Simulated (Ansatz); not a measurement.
# Stiffness of La from strained cells

```yaml
crystal:
  lattice:
    - [0.00000, 2.64800, 2.64800]
    - [2.64800, 0.00000, 2.64800]
    - [2.64800, 2.64800, 0.00000]
  atoms:
    - { symbol: La, position: [0.00000, 0.00000, 0.00000] }
```

The cell is COD entry 9008472, as deposited and not checked against the literature; nothing was relaxed.

Spin–orbit coupling is left out, though it moves levels of the heavy atoms by tenths of an eV or more.

Computed with Ansatz 0.2.0, DFT, PBE, all-electron LAPW, scalar-relativistic.

Numerical set-up: a Γ-centred 11×11×11 k mesh, Fermi–Dirac smearing of 0.05 eV, basis error target 0.25 meV/atom, no spin polarisation.

The unstrained cell is at -0.09 GPa. Large strains and very small stresses are left out. Each strain is applied once, with fractional coordinates held (clamped ions), and σ below is the change of stress, positive in tension. One finite strain gives stress–strain coefficients at this pressure with an error of the order of the strain times third-order constants, a few per cent for each per cent of strain. In a metal the k mesh adds noise of tens of per cent to soft shears.

(1) Estimate the stiffness probed by this change, and the stress that it gives: z strained by +2 % at fixed volume.

(2) With xy engineering shear strain of -1.5 %, the run gives σxy = -0.33 GPa and γxy = 2εxy = -0.0150. Which stiffness follows?

(3) Scaling the volume by 0.9800 and 1.0200 gives 0.46 GPa and -0.60 GPa. Combine this with the best C11 − C12 to estimate C11 and C12.

Answers

(1) σzz − σxx = 0.56 GPa and εzz − εxx = 0.0299, so C11 − C12 = (σzz − σxx)/(εzz − εxx) = 19 GPa.

(2) C44 (clamped ions) = σxy/γxy = 22 GPa.

(3) B = −ΔP/Δln V = 26.4 GPa = (C11 + 2 C12)/3; with C11 − C12 = 18.9 GPa, C11 = B + (2/3)(C11 − C12) = 39 GPa and C12 = B − (C11 − C12)/3 = 20 GPa.
